Tantalum, fcc-like cell: which levels are filled at point 4?

Two energy scales frame this page. Across the six points read first, the lowest valence level moves by about 4.6 eV, while the listed 4f levels stay within about 0.04 eV of one another. The 4f orbitals are compact and hardly overlap with those of neighbouring atoms, so their energy barely depends on the point. Spin-orbit coupling, left out here, would split the 4f shell into two narrow groups roughly 2 eV apart. PBE also places such compact levels too close to the Fermi energy, so their computed depth should not be read as a measured binding energy.

The question is how many valence levels lie below the Fermi energy at point 4, and at what energies.

Kohn–Sham levels of tantalum in a randomly strained, fcc-like one-atom cell (18.79 Å³/atom), computed with exciting sodium using PBE and all-electron LAPW+lo, without spin polarisation or spin–orbit coupling, on an 11×11×11 k mesh with Fermi–Dirac smearing of 0.05 eV. Energies are relative to the Fermi energy, and levels are numbered outward from it.

```
point a (reciprocal cell vector)  point b (reciprocal cell vector)  point c (reciprocal cell vector)  level under 4 (eV)  level under 3 (eV)  level under 2 (eV)  level under 1 (eV)  level over 1 (eV)  level over 2 (eV)
                          0.0000                            0.0000                            0.0000             -19.323             -19.311             -19.309              -8.137              0.165              0.380
                          0.0000                            0.4545                            0.0000             -19.341             -19.332             -19.311              -4.680              0.044              0.429
                          0.0000                            0.0909                            0.0909             -19.316             -19.315              -7.700              -0.090              0.638              0.808
                          0.4545                            0.0000                            0.2727                   ?                   ?                   ?                   ?                  ?                  ?
                          0.0000                            0.4545                            0.4545             -19.351             -19.320              -4.374              -3.301              2.560              5.637
                          0.1818                            0.1818                            0.5455             -19.327              -3.503              -1.002              -0.280              0.925              4.275
                          0.9091                            0.6364                            0.5455             -19.347             -19.327              -3.912              -2.638              0.246              3.805
```

The columns count outward from the Fermi energy, so one column does not follow one band. "Level under 1" is -8.14 eV at point 1 and -0.09 eV at point 3 because a second band has slipped below the Fermi energy in between. I therefore set the 4f group near -19.3 eV aside and number the valence levels from below.

What moves these levels is the phase of the electron wave from atom to atom. Each atom has twelve near neighbours, four in each of three cube planes. With a, b and c the coordinates of the point, the average phase cosines in the three planes are

p₁ = ½[cos 2πa + cos 2π(b − c)]
p₂ = ½[cos 2πb + cos 2π(a − c)]
p₃ = ½[cos 2πc + cos 2π(a − b)]

These formulas suit the fcc primitive cell, whose axes are 60° apart; in this distorted cell the angles are about 61°. Points 2 and 5 lie close to the fcc zone-boundary points L and X.

An s-like orbital is round, so every neighbour in phase lowers its energy. At point 1 all twelve are in phase, and the lowest level is at its deepest. A straight line through the six known points gives

E(lowest) ≈ −4.57 − 0.573 S eV, with S = 2(p₁ + p₂ + p₃)

A d orbital has direction. Take one whose four lobes point at the neighbours in its own plane: those neighbours lower its energy when they are in phase. Neighbours in the other two planes overlap sideways, with the opposite sign, and lower it when they are out of phase. At point 1 the two effects compete, and the second level lies near the Fermi energy; at point 5 they help each other, and it drops to -3.3 eV. With the usual ratios of d-orbital hopping, and p the largest of the three averages, a second line through the same points gives

E(second) ≈ 0.17 + 0.110 D eV, with D = −19p + 6(sum of the other two)

For point 4 the averages are −0.55, 0.71 and −0.55. Hence S = −0.79 and D ≈ −20, which put the two levels at about −4.1 and −2.0 eV. Point 4 took no part in either fit.

The fits scatter by 0.5 to 0.6 eV. The lowest level comes out about 0.9 eV too high at point 5, and the second about 1 eV too high at point 6. Both formulas leave out the distortion of the cell and the mixing between different orbitals. Away from the zone centre the s orbital mixes with d orbitals, and near the zone boundary the lowest level probably has much d character. Its line rests mainly on points 1 and 3. Among the others the s rule fails: point 5 has the most negative S, yet its lowest level is deeper than at points 6 and 7. The fitted slope is therefore no measure of s hopping alone. The orbital characters are argued here, not read from the calculation. For the third and fourth levels I have no formula and borrow the values of point 7, whose phases are the most similar. The ranges are judgements guided by the misfits:

Lowest valence level: −4.1 ± 0.9 eV
Second: −2.0 ± 1.0 eV
Third: +0.25 ± 0.8 eV
Fourth: 3.8 ± 1.5 eV
Highest 4f level: −19.32 ± 0.02 eV

The likeliest count is two valence levels below the Fermi energy. Three is the main alternative, since the range of the third level includes zero.

The withheld rows as computed:

```
point a (reciprocal cell vector)  point b (reciprocal cell vector)  point c (reciprocal cell vector)  level under 4 (eV)  level under 3 (eV)  level under 2 (eV)  level under 1 (eV)  level over 1 (eV)  level over 2 (eV)
                          0.4545                            0.0000                            0.2727             -19.329              -3.723              -2.369              -0.065              2.923              5.769
```

All five energies fall within their ranges, but the count is wrong: three valence levels lie below the Fermi energy. The lowest is 0.4 eV higher than forecast and the second 0.3 eV deeper, both less than the scatter of the fits. The two fitted lines thus place the deep levels to within half an electronvolt at this point. Borrowing them from point 7, like the other two, would have come slightly closer, so this hit does not show that the formulas are right.

The count failed through the third level, computed at −0.065 eV, only 0.3 eV below its forecast. The fourth also came out lower, by 0.9 eV, so point 7 was a rough stand-in for both. One possible cause is hidden by the averages: where the two cosines of a plane differ, the lobed d orbitals can mix with other d orbitals. The cosines agree in two of the planes at point 7 and in none at point 4. The energies alone do not show how much this matters.

A count turns a small energy error into a whole level. Here even the computed answer is less sharp than "three": with the smearing of 0.05 eV, the third level is filled to

1 / [1 + exp(−0.065/0.05)] ≈ 0.79

Spin-orbit coupling can split coinciding 5d levels by tenths of an electronvolt. This level lies more than 2 eV from its neighbours, so its own shift should be much smaller. With so little margin, though, only a calculation that includes the coupling can say on which side of the Fermi energy it ends up. The two deep levels would stay filled. Ordinary tantalum is bcc, with eight nearest neighbours, so its phase sums and level positions differ from these.

The output below gives both fits and the renumbered levels.

Output of the analysis:

```
Valence levels renumbered from below (eV) and phase sums:
     row  valence levels under EF  lowest  second   third    s sum    d sum
     0.0                        1  -8.137   0.165    0.38        6       -7
     0.0                        1   -4.68   0.044   0.429   0.1218  -0.1421
     0.0                        2    -7.7   -0.09   0.638    5.365   -8.905
  0.4545                        3  -3.723  -2.369  -0.065  -0.7876   -20.06
     0.0                        2  -4.374  -3.301    2.56   -1.838   -30.51
  0.1818                        3  -3.503  -1.002   -0.28  -0.4387   -1.823
  0.9091                        2  -3.912  -2.638   0.246  -0.7284   -23.22
fit of v1 on 6 rows: constant -4.574 +/- 0.27, coefficient of ssum -0.573 +/- 0.081; rms 0.496, worst 0.0 0.853, leave-one-out rms 0.713
  rows outside the fit (model, value, miss): 0.4545 -4.123, -3.723, -0.4
fit of v2 on 6 rows: constant 0.1729 +/- 0.44, coefficient of dsum 0.1098 +/- 0.027; rms 0.597, worst 0.1818 0.975, leave-one-out rms 0.808
  rows outside the fit (model, value, miss): 0.4545 -2.029, -2.369, 0.34
Third level, forecast from row 7 (eV): 0.246
Third level, forecast less computed in row 4 (eV): 0.311
Fourth level, forecast from row 7 (eV): 3.805
Fourth level, computed in row 4 (eV): 2.923
Fourth level, forecast less computed in row 4 (eV): 0.882
Highest 4f level, mean of known rows (eV): -19.32
Highest 4f level, computed in row 4 (eV): -19.33
Spread of the listed 4f levels in known rows (eV): 0.042
Spread of the lowest valence level in known rows (eV): 4.634
Splitting of the two levels over EF in row 1 (eV): 0.215
Filling of the first level over EF in row 2 (fraction): 0.2932
```
